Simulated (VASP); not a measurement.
Here is a VASP 6.6.1 calculation.

The input INCAR:

```
SYSTEM = Li2O
  ALGO = Normal
  EDIFF = 1E-7
  EDIFFG = -0.005
  ENCUT = 600
  GGA = PS
  IBRION = 2
  ISIF = 3
  ISMEAR = 0
  KPAR = 2
  LASPH = .TRUE.
  LCHARG = .FALSE.
  LREAL = .FALSE.
  LWAVE = .FALSE.
  NELM = 80
  NSW = 90
  PREC = Accurate
  SIGMA = 0.03
```

Contents of KPOINTS:

```
k-points
0
G
  10 10 10
  0 0 0
```

The input POSCAR:

```
Li2O                                    
1.0
    0.0000000000      2.2884657623      2.2884657623
    2.2884657623      0.0000000000      2.2884657623
    2.2884657623      2.2884657623     -0.0000000000
  Li              O             
     2     1
Direct
     0.2500000000000000    0.2500000000000000    0.2500000000000000
     0.7500000000000000    0.7500000000000000    0.7500000000000000
     0.0000000000000000    0.0000000000000000    0.0000000000000000
```

Potentials or basis: VASP PAW PBE potentials, release 64 (Li_sv, O).

The run is started by

```console
$ cat potpaw_PBE.64/Li_sv/POTCAR potpaw_PBE.64/O/POTCAR > POTCAR
$ mpirun -np 2 vasp_std > vasp.out
```

(1) Predict the space group after relaxing (to 0.05 Å).

(2) What does it give for the relaxed cell?

(3) Predict the relaxed volume.

(4) Predict the band gap on the k mesh.

## Answers

(1) Fm-3m (No. 225).

(2) a = 3.238 Å, b = 3.238 Å, c = 3.238 Å, α = 60.00°, β = 60.00°, γ = 60.00°.

(3) 8.00 Å³/atom.

(4) 4.87 eV, indirect (least direct gap 5.36 eV).

Caveat: the cutoff is under 1.25 times the usual one of these potentials, so pressure, stress and relaxed cells hold a basis-set (Pulay) error; the PAW data sets were made with another functional, which shifts forces and pressure a little.
